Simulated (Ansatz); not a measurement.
Relaxed bulk SiC:

```cif
data_structure
_symmetry_space_group_name_H-M 'P6_3mc'
_symmetry_Int_Tables_number 186
_cell_length_a 3.0752
_cell_length_b 3.0752
_cell_length_c 5.0482
_cell_angle_alpha 90.000
_cell_angle_beta 90.000
_cell_angle_gamma 120.000
_cell_volume 41.34
loop_
_atom_site_label
_atom_site_type_symbol
_atom_site_symmetry_multiplicity
_atom_site_Wyckoff_symbol
_atom_site_fract_x
_atom_site_fract_y
_atom_site_fract_z
_atom_site_occupancy
Si1 Si 2 b 0.33333 0.66667 0.00460 1
C1 C 2 b 0.33333 0.66667 0.38040 1
```

Miller indices refer to the conventional cell of P6_3mc (No. 186), a = 3.075 Å, b = 3.075 Å, c = 5.048 Å, α = 90.00°, β = 90.00°, γ = 120.00°. The bulk's gap is 2.65 eV.

The (101) slab of 20 planes, 11.4 Å thick with 15 Å of vacuum as cut; outer planes C (top) and C (bottom).

Computed with Ansatz 0.2.0, DFT r2SCAN, scalar-relativistic, plane waves, PAW. Settings: cutoff 500 eV, Γ-centred mesh 9×5×1 on the computed 20-atom cell, Gaussian smearing of 0.05 eV; no spin polarisation. A dipole correction removes the field between periodic images along c.

This cut of an insulator is polar or leaves open shells, so the slab is metallic here; real surfaces compensate by reconstruction or adsorbates. On relaxing, some neighbouring planes pass each other, so their spacing turns negative.

With the atoms at the bulk's places:

```yaml
Surface_energy_mean_of_both_faces: 4.83 J/m²
Gap_of_the_slab_on_the_mesh: none (metal or semimetal)
Work_function: 5.80 eV (top), 6.95 eV (bottom)
Dipole_of_the_slab_along_+c_per_cell: 0.11 e·Å
```

(1) What changes when all atoms relax within this surface cell and its symmetry?

## Answers

(1) The energy falls by 0.772 J/m² a face, and the largest move is 1.04 Å.

```yaml
Surface_energy_mean_of_both_faces: 4.06 J/m²
Gap_of_the_slab_on_the_mesh: none (metal or semimetal)
Work_function: 5.39 eV (top), 5.36 eV (bottom)
```

| plane (bottom to top) | atoms | spacing to next, bulk (Å) | relaxed (Å) | change (%) |
| --- | --- | --- | --- | --- |
| 1 | C | 1.078 | 0.717 | -33.5 |
| 2 | Si | 0.393 | 0.507 | +29.2 |
| 3 | Si | 0.493 | 0.670 | +36.0 |
| 4 | C | 0.393 | -0.078 | -120.0 |
| 5 | C | 1.078 | 1.174 | +8.9 |
| 6 | Si | 0.393 | 0.649 | +65.4 |
| 7 | Si | 0.493 | 0.389 | -20.9 |
| 8 | C | 0.393 | 0.362 | -7.8 |
| 9 | C | 1.078 | 1.089 | +1.0 |
| 10 | Si | 0.393 | 0.408 | +4.0 |
| 11 | Si | 0.493 | 0.493 | +0.1 |
| 12 | C | 0.393 | 0.367 | -6.5 |
| 13 | C | 1.078 | 1.098 | +1.9 |
| 14 | Si | 0.393 | 0.386 | -1.7 |
| 15 | Si | 0.493 | 0.446 | -9.5 |
| 16 | C | 0.393 | 0.450 | +14.7 |
| 17 | C | 1.078 | 1.091 | +1.3 |
| 18 | Si | 0.393 | 0.342 | -12.9 |
| 19 | Si | 0.493 | 0.303 | -38.5 |
| 20 | C |  |  |  |